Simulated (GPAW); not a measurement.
ZnS (Wurtzite-2H):

```
Zn S
1.0
     3.81100    0.00000    0.00000
    -1.90550    3.30042    0.00000
     0.00000    0.00000    6.23400
Zn S
2 2
Direct
  0.66667 0.33333 0.50000
  0.33333 0.66667 0.00000
  0.66667 0.33333 0.88500
  0.33333 0.66667 0.38500
```

```yaml
Program: GPAW 26.7.0
Task: relaxation of cell and atoms
Functional: PBEsol
Potentials_or_basis: PAW data sets generated in the run's folder for this functional
Cutoff: 600 eV
Basis: pw
k_mesh: 5 × 5 × 3
Occupations: fermi-dirac, width 0.05 eV
Spin: no spin polarisation
```

At the start: pressure -1.3 GPa; volume 19.60 Å³/atom.

How do energy, volume and symmetry change on relaxing?

Over 9 steps the energy falls by 6.8 meV/atom and the volume is 19.21 Å³/atom (-2.0 %); space group P6_3mc (No. 186, to 0.05 Å).

Step by step:
```tsv
step	energy change (eV)	largest force (eV/Å)	pressure (GPa)	volume (Å³)
1	0.0000	0.3155	-1.25	78.41
2	-0.0067	0.2742	-1.18	78.28
3	-0.0243	0.0942	-0.36	77.32
4	-0.0258	0.0021	-0.51	77.47
5	-0.0260	0.0018	-0.45	77.40
6	-0.0269	0.0002	0.08	76.87
7	-0.0270	0.0071	0.11	76.85
8	-0.0270	0.0146	0.11	76.85
9	-0.0271	0.0187	0.09	76.86
```

Final structure:
```xyz
4
Lattice="3.7850 0.0000 0.0000 -1.8925 3.2779 0.0000 0.0000 0.0000 6.1949" Properties=species:S:1:pos:R:3 pbc="T T T"
Zn    1.8925    1.0926    3.1282
Zn    0.0000    2.1853    0.0307
S     1.8925    1.0926    5.4518
S     0.0000    2.1853    2.3543
```

Caveat: later steps reuse the first step's grids.
